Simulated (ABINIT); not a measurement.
# Ge (Cmmm) in ABINIT: further runs

One crystal, Ge, is run at these levels: LDA, PBEsol; tasks: single point, relaxation of cell and atoms.

All numbers are computed with ABINIT 10.8.3 (patched build); they aren't measurements. Logs are shortened: lines on timing, memory, paths and dates and some standing lists are left out, and cuts for length are marked. The log counts tension as positive stress, the text compression.

### 1 Starting point

Symmetry: Cmmm, No. 65, orthorhombic system. Conventional cell: a = 2.794 Å, b = 5.201 Å, c = 2.698 Å, α = 90.00°, β = 90.00°, γ = 90.00°. Ge (site symmetry mmm) has 8 Ge at 2.70 to 2.95 Å as nearest neighbours.

This isn't the form of Ge at room conditions, which is diamond.

### 2 Single point, LDA

Input file run.abi:

```
# Pseudopotentials
pp_dirpath "./"
pseudos "Ge.upf"

# Structure
acell 2.952068562 2.952068562 2.698231 Angstrom
rprim
     0.4732779645    -0.8809131446     0.0000000000
     0.4732779645     0.8809131446     0.0000000000
     0.0000000000     0.0000000000     1.0000000000
ntypat 1
znucl 32
natom 1
typat 1
xred
     0.5000000000     0.5000000000     0.0000000000
chkprim 0
chksymtnons 0
tolsym 1.0e-6

# Plane-wave basis
ecut 952.398519 eV

# k points
kptopt 1
ngkpt 8 8 8
nshiftk 1
shiftk 0.0 0.0 0.0

# Exchange and correlation
ixc 7

# Bands and occupations
nband 11
occopt 3
tsmear 0.05 eV

# SCF cycle
nstep 100
tolvrs 1.0e-10

# Output
iomode 3
prtwf 0
prtden 0
prteig 0
prtebands 0
enunit 2
```

Potentials or basis: PseudoDojo NC SR LDA v0.4.1 standard.

Started as:

```
$ mpirun --bind-to none -np 4 abinit run.abi > log 2>&1
```

run.abo:

```text
.Version 10.8.3 of ABINIT
 Symmetries : space group Cm m m (# 65); Bravais oC (1-face-center ortho.)
================================================================================
 Values of the parameters that define the memory need of the present run
     intxc =       0    ionmov =       0      iscf =       7    lmnmax =       6
     lnmax =       6     mgfft =      30  mpssoang =       3    mqgrid =    3001
     natom =       1  nloc_mem =       1    nspden =       1   nspinor =       1
    nsppol =       1      nsym =       8    n1xccc =    2501    ntypat =       1
    occopt =       3   xclevel =       1
       mpw =        1324          nfft =       27000          nkpt =         105
================================================================================
================================================================================

--------------------------------------------------------------------------------
------------- Echo of variables that govern the present computation ------------
--------------------------------------------------------------------------------
 -outvars: echo values of preprocessed input variables --------
            acell      5.5786010871E+00  5.5786010871E+00  5.0989176144E+00 Bohr
              amu      7.26100000E+01
          chkprim           0
      chksymtnons           0
             ecut      3.50000000E+01 Hartree
           enunit           2
                       outvar_i_n : Printing only first  50 k-points.
              ixc           7
                       outvar_i_n : Printing only first  50 k-points.
         kptrlatt        8    0    0      0    8    0      0    0    8
          kptrlen      4.07913409E+01
            natom           1
            nband          11
            ngfft          30      30      30
             nkpt         105
            nstep         100
             nsym           8
           ntypat           1
                       prtocc : prtvol=0, do not print more k-points.
           occopt           3
           prtden           0
        prtebands           0
           prteig           0
            prtwf           0
            rprim      4.7327796450E-01 -8.8091314460E-01  0.0000000000E+00
                       4.7327796450E-01  8.8091314460E-01  0.0000000000E+00
                       0.0000000000E+00  0.0000000000E+00  1.0000000000E+00
          spgroup          65
           tolsym      1.00000000E-06
           tolvrs      1.00000000E-10
           tsmear      1.83746611E-03 Hartree
            typat      1
                       outvars : Printing only first  50 k-points.
           xangst      1.3971490001E+00  0.0000000000E+00  0.0000000000E+00
            xcart      2.6402289673E+00  0.0000000000E+00  0.0000000000E+00
             xred      5.0000000000E-01  5.0000000000E-01  0.0000000000E+00
            znucl       32.00000

================================================================================

 chkinp: Checking input parameters for consistency.

================================================================================
== DATASET  1 ==================================================================

--- !DatasetInfo
iteration_state: {dtset: 1, }
dimensions: {natom: 1, nkpt: 105, mband: 11, nsppol: 1, nspinor: 1, nspden: 1, mpw: 1324, }
cutoff_energies: {ecut:  35.0, pawecutdg:  -1.0, }
electrons: {nelect:   1.40000000E+01, charge:   0.00000000E+00, occopt:   3.00000000E+00, tsmear:   1.83746611E-03, }
meta: {optdriver: 0, ionmov: 0, optcell: 0, iscf: 7, paral_kgb: 0, }
...

 Exchange-correlation functional for the present dataset will be:
  LDA: Perdew-Wang 92 LSD fit to Ceperley-Alder data - ixc=7
  J.P.Perdew and Y.Wang, PRB 45, 13244 (1992)

 Real(R)+Recip(G) space primitive vectors, cartesian coordinates (Bohr,Bohr^-1):
 R(1)=  2.6402290 -4.9142630  0.0000000  G(1)=  0.1893775 -0.1017447  0.0000000
 R(2)=  2.6402290  4.9142630  0.0000000  G(2)=  0.1893775  0.1017447  0.0000000
 R(3)=  0.0000000  0.0000000  5.0989176  G(3)=  0.0000000  0.0000000  0.1961201
 Unit cell volume ucvol=  1.3231466E+02 bohr^3
 Angles (23,13,12)=  9.00000000E+01  9.00000000E+01  1.23505425E+02 degrees

 getcut: wavevector=  0.0000  0.0000  0.0000  ngfft=  30  30  30
         ecut(hartree)=     35.000   => boxcut(ratio)=   2.01979

--- Pseudopotential description ------------------------------------------------
- pspini: atom type   1  psp file is ./Ge.upf
12 -1012 2 -1 1524                            pspcod,pspxc,lmax,lloc,mmax
     nproj     2     2     2

   4.24134523E+02                                ecore*ucvol(ha*bohr**3)
--------------------------------------------------------------------------------

================================================================================

--- !BeginCycle
iteration_state: {dtset: 1, }
solver: {iscf: 7, nstep: 100, nline: 4, wfoptalg: 0, }
tolerances: {tolvrs: 1.00E-10, }
...

     iter   Etot(hartree)      deltaE(h)  residm     vres2
 ETOT  1  -89.010890052817    -8.901E+01 7.506E-01 6.430E-01
 ETOT  2  -89.225286247807    -2.144E-01 3.584E-02 6.705E-01
 ETOT  3  -89.225469943261    -1.837E-04 8.289E-03 1.477E-01
 ETOT  4  -89.225520865941    -5.092E-05 2.959E-03 2.314E-04
 ETOT  5  -89.225520918087    -5.215E-08 2.204E-03 1.639E-05
 ETOT  6  -89.225520924248    -6.162E-09 4.906E-04 9.496E-08
 ETOT  7  -89.225520924283    -3.477E-11 3.520E-04 6.073E-10
 ETOT  8  -89.225520924284    -9.379E-13 1.092E-04 8.335E-12

 At SCF step    8       vres2   =  8.34E-12 < tolvrs=  1.00E-10 =>converged.

 Cartesian components of stress tensor (hartree/bohr^3)
  sigma(1 1)=  2.03892465E-04  sigma(3 2)=  0.00000000E+00
  sigma(2 2)=  2.92790214E-04  sigma(3 1)=  0.00000000E+00
  sigma(3 3)=  3.44952372E-04  sigma(2 1)=  0.00000000E+00

--- !ResultsGS
iteration_state: {dtset: 1, }
comment   : Summary of ground state results
lattice_vectors:
- [  2.6402290,  -4.9142630,   0.0000000, ]
- [  2.6402290,   4.9142630,   0.0000000, ]
- [  0.0000000,   0.0000000,   5.0989176, ]
lattice_lengths: [   5.57860,    5.57860,    5.09892, ]
lattice_angles: [ 90.000,  90.000, 123.505, ] # degrees, (23, 13, 12)
lattice_volume:   1.3231466E+02
convergence: {deltae: -9.379E-13, res2:  8.335E-12, residm:  1.092E-04, diffor: null, }
etotal    :  -8.92255209E+01
entropy   :   0.00000000E+00
fermie    :   1.81584254E-01
cartesian_stress_tensor: # hartree/bohr^3
- [  2.03892465E-04,   0.00000000E+00,   0.00000000E+00, ]
- [  0.00000000E+00,   2.92790214E-04,   0.00000000E+00, ]
- [  0.00000000E+00,   0.00000000E+00,   3.44952372E-04, ]
pressure_GPa:  -8.2539E+00
xred      :
- [  5.0000E-01,   5.0000E-01,   0.0000E+00, Ge]
cartesian_forces: # hartree/bohr
- [ -0.00000000E+00,  -0.00000000E+00,  -0.00000000E+00, ]
force_length_stats: {min:   0.00000000E+00, max:   0.00000000E+00, mean:   0.00000000E+00, }
...

 Integrated electronic density in atomic spheres:
 ------------------------------------------------
 Atom  Sphere_radius  Integrated_density
    1        2.00000         11.48904678
================================================================================

 ----iterations are completed or convergence reached----

 Mean square residual over all n,k,spin=   27.589E-08; max=  10.924E-05
 reduced coordinates (array xred) for    1 atoms
       0.500000000000      0.500000000000      0.000000000000
 rms dE/dt=  0.0000E+00; max dE/dt=  0.0000E+00; dE/dt below (all hartree)
    1       0.000000000000      0.000000000000      0.000000000000

 cartesian coordinates (angstrom) at end:
    1      1.39714900008780     0.00000000000000     0.00000000000000

 cartesian forces (hartree/bohr) at end:
    1     -0.00000000000000    -0.00000000000000    -0.00000000000000
 frms,max,avg= 0.0000000E+00 0.0000000E+00   0.000E+00  0.000E+00  0.000E+00 h/b

 cartesian forces (eV/Angstrom) at end:
    1     -0.00000000000000    -0.00000000000000    -0.00000000000000
 frms,max,avg= 0.0000000E+00 0.0000000E+00   0.000E+00  0.000E+00  0.000E+00 e/A
 length scales=  5.578601087082  5.578601087082  5.098917614434 bohr
              =  2.952068562000  2.952068562000  2.698231000000 angstroms
 Fermi (or HOMO) energy (hartree) =   0.18158   Average Vxc (hartree)=  -0.42181
 Eigenvalues (hartree) for nkpt= 105  k points:
 kpt#   1, nband= 11, wtk=  0.00195, kpt=  0.0000  0.0000  0.0000 (reduced coord)
  -0.73191   -0.72875   -0.72689   -0.72399   -0.72313   -0.29226    0.42343    0.43930
   0.49441    0.55607    0.64022
      occupation numbers for kpt#   1
   2.00000    2.00000    2.00000    2.00000    2.00000    2.00000    0.00000    0.00000
   0.00000    0.00000    0.00000
 prteigrs : prtvol=0 or 1, do not print more k-points.

 Fermi (or HOMO) energy (eV) =   4.94116   Average Vxc (eV)= -11.47791
 Eigenvalues (   eV  ) for nkpt= 105  k points:
 kpt#   1, nband= 11, wtk=  0.00195, kpt=  0.0000  0.0000  0.0000 (reduced coord)
 -19.91635  -19.83037  -19.77976  -19.70087  -19.67727   -7.95291   11.52202   11.95406
  13.45364   15.13145   17.42124
 prteigrs : prtvol=0 or 1, do not print more k-points.

--- !EnergyTerms
iteration_state     : {dtset: 1, }
comment             : Components of total free energy in Hartree
kinetic             :  6.69058679852406E+01
hartree             :  2.31410629736763E+01
xc                  : -2.14442989043533E+01
Ewald energy        : -5.49864446646143E+01
psp_core            :  3.20549899200651E+00
local_psp           : -5.97360829686020E+01
non_local_psp       : -4.63110435959553E+01
internal            : -8.92254401826015E+01
'-kT*entropy'       : -8.07416825063496E-05
total_energy        : -8.92255209242840E+01
total_energy_eV     : -2.42795011286955E+03
band_energy         : -7.31482297006528E+00
...

 Cartesian components of stress tensor (hartree/bohr^3)
  sigma(1 1)=  2.03892465E-04  sigma(3 2)=  0.00000000E+00
  sigma(2 2)=  2.92790214E-04  sigma(3 1)=  0.00000000E+00
  sigma(3 3)=  3.44952372E-04  sigma(2 1)=  0.00000000E+00

-Cartesian components of stress tensor (GPa)         [Pressure= -8.2539E+00 GPa]
- sigma(1 1)=  5.99872343E+00  sigma(3 2)=  0.00000000E+00
- sigma(2 2)=  8.61418550E+00  sigma(3 1)=  0.00000000E+00
- sigma(3 3)=  1.01488492E+01  sigma(2 1)=  0.00000000E+00

== END DATASET(S) ==============================================================
================================================================================

 -outvars: echo values of variables after computation  --------
            acell      5.5786010871E+00  5.5786010871E+00  5.0989176144E+00 Bohr
           etotal     -8.9225520924E+01
            fcart     -0.0000000000E+00 -0.0000000000E+00 -0.0000000000E+00
            rprim      4.7327796450E-01 -8.8091314460E-01  0.0000000000E+00
                       4.7327796450E-01  8.8091314460E-01  0.0000000000E+00
                       0.0000000000E+00  0.0000000000E+00  1.0000000000E+00
           strten      2.0389246510E-04  2.9279021406E-04  3.4495237235E-04
                       0.0000000000E+00  0.0000000000E+00  0.0000000000E+00
           xangst      1.3971490001E+00  0.0000000000E+00  0.0000000000E+00
             xred      5.0000000000E-01  5.0000000000E-01  0.0000000000E+00
 Calculation completed.
```

It took 9.2 s on 4 MPI ranks of Arm Neoverse V1, shared host; peak memory 0.24 GiB.

What came out:

- Free energy: -2427.9501 eV
- Band gap on the k mesh: none (metal or under the smearing width)
- Valence electrons inside the program's atomic spheres: Ge 11.49 (radii [1.0584] Å)

Levels at points of the mesh, in eV from the Fermi level:
| k point | band 4 | band 5 | band 6 | band 7 | band 8 | band 9 | band 10 | band 11 |
| --- | --- | --- | --- | --- | --- | --- | --- | --- |
| (0.00, 0.00, 0.00) | -24.64 | -24.62 | -12.89 | 6.58 | 7.01 | 8.51 | 10.19 | 12.48 |
| (0.50, 0.00, 0.00) | -24.65 | -24.62 | -7.90 | -5.25 | 3.39 | 7.51 | 10.36 | 16.43 |
| (0.50, 0.50, 0.00) | -24.64 | -24.63 | -8.75 | -5.47 | 5.15 | 9.18 | 9.71 | 15.67 |
| (0.00, 0.00, 0.50) | -24.68 | -24.66 | -9.15 | -5.67 | 9.77 | 11.26 | 15.96 | 16.18 |
| (0.50, 0.00, 0.50) | -24.63 | -24.55 | -3.80 | -2.22 | -1.63 | 3.72 | 6.21 | 11.61 |
| (0.50, 0.50, 0.50) | -24.63 | -24.58 | -4.75 | -2.38 | -2.27 | 3.33 | 7.98 | 13.39 |

Caveat: the cutoff is too short for stress, so the log's stress isn't used.

### 3 Relaxation of cell and atoms, PBEsol

Input file run.abi:

```
pp_dirpath "./"
pseudos "Ge.upf"

acell 3*1.0 Angstrom
rprim
     1.3971490000    -2.6005160000     0.0000000000
     1.3971490000     2.6005160000     0.0000000000
     0.0000000000     0.0000000000     2.6982310000
ntypat 1
znucl 32
natom 1
typat 1
chkprim 0
chksymtnons 0
tolsym 1.0e-6
xred
            1/2            1/2            0.0

ecut 1061.244064 eV
ecutsm 0.5

kptopt 1
ngkpt 8 8 8
nshiftk 1
shiftk 0.0 0.0 0.0

ixc -116133

nband 11
occopt 3
tsmear 0.00183747

nstep 80
tolvrs 1.0e-12

iomode 3
prteig 0
prtebands 0
prtwf 0
prtden 0

ionmov 2
optcell 2
ntime 50
tolmxf 2.0e-5
dilatmx 1.08
```

Potentials or basis: PseudoDojo NC SR PBEsol v0.4.1 standard.

Started as:

```
$ mpirun --bind-to none -np 4 abinit run.abi > log 2>&1
```

Wall time 6.2 min (4 MPI ranks of AMD EPYC 7R43 (Zen 3), shared host); peak memory 0.28 GiB.

The run converged. Its results:

* Free energy: -2427.1154 eV
* Relaxed volume: 18.31 Å³/atom
* Relaxed cell: a = 2.845 Å, b = 2.845 Å, c = 2.613 Å, α = 90.00°, β = 90.00°, γ = 120.00°
* Space group after relaxing (to 0.05 Å): P6/mmm (No. 191)
* Energy gained by relaxing: 25.4 meV/atom
* Ionic steps: 17
* Pressure after relaxing: 0.0 GPa
* Band gap on the k mesh: none (metal or under the smearing width)

The path:
| step | energy change (eV) | largest force (eV/Å) | pressure (GPa) | volume (Å³) |
| --- | --- | --- | --- | --- |
| 1 | 0.0000 | 0.0000 | -4.34 | 19.61 |
| 2 | -0.0075 | 0.0000 | -3.54 | 19.35 |
| 3 | -0.0202 | 0.0000 | 0.38 | 18.31 |
| 4 | -0.0204 | 0.0000 | 0.06 | 18.38 |
| 5 | -0.0208 | 0.0000 | -0.16 | 18.43 |
| 6 | -0.0214 | 0.0000 | -0.37 | 18.46 |
| 7 | -0.0218 | 0.0000 | -0.19 | 18.41 |
| 8 | 5.4781 | 0.0000 | 340.69 | 8.48 |
| 9 | -0.0236 | 0.0000 | 0.09 | 18.31 |
| 10 | -0.0249 | 0.0000 | 0.56 | 18.19 |
| 11 | -0.0251 | 0.0000 | 0.55 | 18.19 |
| 12 | -0.0252 | 0.0000 | 0.49 | 18.20 |
| 13 | -0.0252 | 0.0000 | 0.36 | 18.23 |
| 14 | -0.0253 | 0.0000 | 0.14 | 18.28 |
| 15 | -0.0253 | 0.0000 | 0.01 | 18.31 |
| 16 | -0.0254 | 0.0000 | -0.01 | 18.32 |
| 17 | -0.0254 | 0.0000 | 0.00 | 18.31 |

Final structure:
```yaml
crystal:
  lattice:
    - [1.42237, -2.46358, 0.00000]
    - [1.42237, 2.46358, 0.00000]
    - [0.00000, 0.00000, 2.61327]
  atoms:
    - { symbol: Ge, position: [0.50000, 0.50000, 0.00000] }
```
